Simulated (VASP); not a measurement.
Runs of VASP 6.6.1 on EuS. Symmetry: Fm-3m, No. 225, cubic system. The conventional cell has a = 5.957 Å, b = 5.957 Å, c = 5.957 Å, α = 90.00°, β = 90.00°, γ = 90.00°. Eu (site symmetry m-3m) is surrounded by 6 S at 2.98 Å. Around S (site symmetry m-3m) lie 6 Eu at 2.98 Å. 

| task | level | spin | cell | k mesh | cutoff (eV) | gap on the mesh (eV) | pressure (GPa) | moment (μB) | relaxed volume (Å³/atom) |
| --- | --- | --- | --- | --- | --- | --- | --- | --- | --- |
| relaxation of cell and atoms | revPBE | collinear, ferromagnetic start | relaxed | 8 × 8 × 8 | 600 | none | 0.1 | 6.98 | 25.75 |
| band structure | revPBE | collinear, ferromagnetic start | as given | 8 × 8 × 8 | 520 | - | (b) | 6.99 | - |
| band structure | BLYP | collinear, ferromagnetic start | as given | 8 × 8 × 8 | 520 | - | 0.5 | 6.97 | - |
| relaxation of cell and atoms | BLYP | collinear, ferromagnetic start | relaxed | 8 × 8 × 8 | 600 | none | 0.0 | 6.98 | 26.77 |
| band structure | PBEsol | collinear, ferromagnetic start, SOC | as given | 6 × 6 × 6 | 520 | - | -5.9 | 6.91 | - |
| band structure | PW91 | collinear, ferromagnetic start | as given | 8 × 8 × 8 | 520 | - | - | 6.97 | - |
| relaxation of cell and atoms | RPBE | collinear, ferromagnetic start | relaxed | 8 × 8 × 8 | 600 | none | 0.0 | 6.99 | (a) |
| band structure | RPBE | collinear, ferromagnetic start | as given | 8 × 8 × 8 | 520 | - | - | 6.99 | - |

Alike in all rows: potentials or basis VASP PAW PBE potentials, release 64 (Eu, S); smearing fermi-dirac 0.05 eV.

Problem. Estimate the missing entries.

Solution. (a) 26.13; (b) -1.0.

Caveats: the PAW data sets were made with another functional, which shifts forces and pressure a little; a cell with one magnetic atom can't hold antiferromagnetic order, which such compounds often take; without U or exact exchange the open f shell lies at the Fermi level, which spoils levels, moments and volumes; spin-orbit coupling is left out, which moves the levels of the heavy elements (some runs).

A k mesh can miss the band edges, and rows without SOC leave out spin-orbit coupling on Eu.

A gap of «none» marks a metal or a gap under the smearing width.

Runs at the PBE level aren't shown here.
